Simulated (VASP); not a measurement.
A run of VASP 6.6.1 is set up as follows.

File INCAR:

```
  PREC = Accurate
  ENCUT = 520
  EDIFF = 1E-6
  ISMEAR = 0
  SIGMA = 0.03
  LREAL = F
  LASPH = T
  NELM = 80
  ALGO = Fast
  ISIF = 2
  LWAVE = F
  LCHARG = F
  GGA = PE
  NBANDS = 50
  ICORELEVEL = 1
  KPAR = 2
```

KPOINTS

```
Automatic mesh
0
Gamma
  4 8 6
```

File POSCAR:

```
GeSe                                    
1.0
   11.1847688626      0.0000000000      0.0000000000
    0.0000000000      3.8837712190     -0.0000000000
    0.0000000000      0.0000000000      4.5225274363
  Ge              Se            
     4     4
Direct
     0.1265103426494817    0.7500000000000000    0.8822747135034212
     0.6265103426494817    0.7500000000000000    0.6177252864965788
     0.3734896573505183    0.2500000000000000    0.3822747135034213
     0.8734896573505183    0.2500000000000000    0.1177252864965787
     0.8528159797104085    0.7500000000000000    0.4990692801529915
     0.3528159797104086    0.7500000000000000    0.0009307198470085
     0.6471840202895915    0.2500000000000000    0.9990692801529916
     0.1471840202895915    0.2500000000000000    0.5009307198470084
```

File KPOINTS_OPT:

```
explicit points
248
Reciprocal
 0.0000000000  0.0000000000  0.0000000000 1
 0.0000000000  0.0263157895  0.0000000000 1
 0.0000000000  0.0526315789  0.0000000000 1
 0.0000000000  0.0789473684  0.0000000000 1
 0.0000000000  0.1052631579  0.0000000000 1
 0.0000000000  0.1315789474  0.0000000000 1
[... 240 lines left out ...]
 0.0000000000  0.0000000000  0.5000000000 1
 0.5000000000  0.0000000000  0.0000000000 1
```

Potentials or basis: VASP PAW PBE potentials, release 64 (Ge_d, Se).

Launch:

```sh
$ cat potpaw_PBE.64/Ge_d/POTCAR potpaw_PBE.64/Se/POTCAR > POTCAR
$ mpirun -np 2 vasp_std > vasp.out
```

Question: Predict the band gap along the path.

Answer: 0.85 eV, indirect (least direct gap 0.95 eV).

Question: Predict the band gap on the k mesh.

Answer: 0.86 eV, indirect (least direct gap 0.95 eV).

Question: What does it give for the largest force?

Answer: 0.004 eV/Å.

Core levels (eV, on the scale of the bands):
```tsv
atom	levels
1 Ge	1s -10951.3, 2s -1363.0, 2p -1189.9, 3s -159.9, 3p -107.1
2 Ge	1s -10951.3, 2s -1363.0, 2p -1189.9, 3s -159.9, 3p -107.1
3 Ge	1s -10951.3, 2s -1363.0, 2p -1189.9, 3s -159.9, 3p -107.1
4 Ge	1s -10951.3, 2s -1363.0, 2p -1189.9, 3s -159.9, 3p -107.1
5 Se	1s -12493.9, 2s -1597.4, 2p -1403.7, 3s -204.0, 3p -143.5, 3d -43.7
6 Se	1s -12493.9, 2s -1597.4, 2p -1403.7, 3s -204.0, 3p -143.5, 3d -43.7
```
